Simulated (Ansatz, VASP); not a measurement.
One calculation of SiC2, two programs

```
Si C
1.0
     2.47365    0.00000    0.00000
    -1.23683    2.14225    0.00000
     0.00000    0.00000    8.45369
Si C
1 2
Direct
  0.00000 0.00000 0.00000
  0.33333 0.66667 0.50000
  0.66667 0.33333 0.50000
```

Alike in both runs: functional PBE; k mesh 6 × 6 × 4; occupations gaussian, width 0.1 eV; no spin polarisation.

Ansatz relaxed the structure, and its values are those at the end. VASP's run is a single point on that final structure, the one shown.

```csv
,VASP,Ansatz
version,VASP 6.6.1,Ansatz 0.2.0
potentials or method,"VASP PAW PBE potentials, release 64 (Si, C)","scalar-relativistic, plane waves, PAW"
plane-wave cutoff (eV),520,420
valence electrons in the cell,12,12
```

```csv
,VASP,Ansatz,Ansatz less VASP
gap on the k mesh at the Fermi level (eV),0.02,0.02,+0.001
least direct gap on the mesh (eV),0.85,0.85,+0.003
pressure (GPa),0.2,0.1,-0.15
```

With one functional, cell and mesh, what is left measures potentials, basis and numerics.

Caveats: the k mesh is coarse (spacing up to 0.49 Å⁻¹), so the values aren't converged; this functional lacks dispersion, which binds the layers, so the pressure and a relaxed spacing across them are unreliable.
